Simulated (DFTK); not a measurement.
Runs of DFTK 0.8.2 on Cl. Symmetry: Cmce, No. 64, orthorhombic system. The conventional cell has a = 6.290 Å, b = 4.500 Å, c = 8.210 Å, α = 90.00°, β = 90.00°, γ = 90.00°. Cl (site symmetry m) has 1 Cl at 2.02 Å as nearest neighbours. 

```csv
task,level,potentials or basis,cell,k mesh,cutoff (eV),SCF tolerance on the density,symmetries used,SCF solver,mesh quality,gap on the mesh (eV),pressure (GPa),largest force (eV/Å)
single point,HSE06,SG15 1.2 (PBE),as given,2 × 2 × 1,952,1e-05,no,-,coarse,4.16,-,0.38
single point,PBE,dojo.nc.sr.pbe.v0_4_1.standard.upf (PBE),"atoms moved at random, drawn with an rms of 0.05 Å",7 × 7 × 4,898,1e-06,-,-,not flagged,2.60,1.5,0.70
band structure,BJ06,"in-house norm-conserving set (r2SCAN, scalar relativistic)",as given,4 × 4 × 2,925,1e-06,-,ScfAndersonSolver,coarse,3.03,-,-
single point,PBE,dojo.nc.sr.pbe.v0_4_1.standard.upf (PBE),as given,7 × 7 × 4,898,1e-06,-,-,not flagged,(b),(c),0.09
band structure,PBEsol,SG15 1.2 (PBE),as given,5 × 5 × 3,952,1e-06,-,-,not flagged,2.44,(a),0.19
band structure,LDA,"cp2k.nc.sr.lda.v0_1.semicore.gth (LDA, GTH)",as given,5 × 5 × 3,952,1e-06,-,-,not flagged,2.33,-,0.33
```

Alike in all rows: no spin polarisation; smearing fermi-dirac 0.05 eV.

**Question.** Fill in the values left out.

**Answer.** (a) -0.3; (b) 2.47; (c) 0.6.

Caveats: some runs use coarse meshes; the potentials were made for another functional, which shifts forces and pressure (some runs); an odd mesh through Γ misses points on the zone boundary, where band edges often lie (some runs); this program's HSE differs a little from the usual definition (some runs); the program leaves the constant c of mgga_x_tb09 at 1, so the potential is Becke-Johnson's (BJ06) and not Tran and Blaha's, with levels but no total energy (some runs); the program warned that the kinetic-energy density falls under its von Weizsäcker bound, which can give unphysical results (some runs).
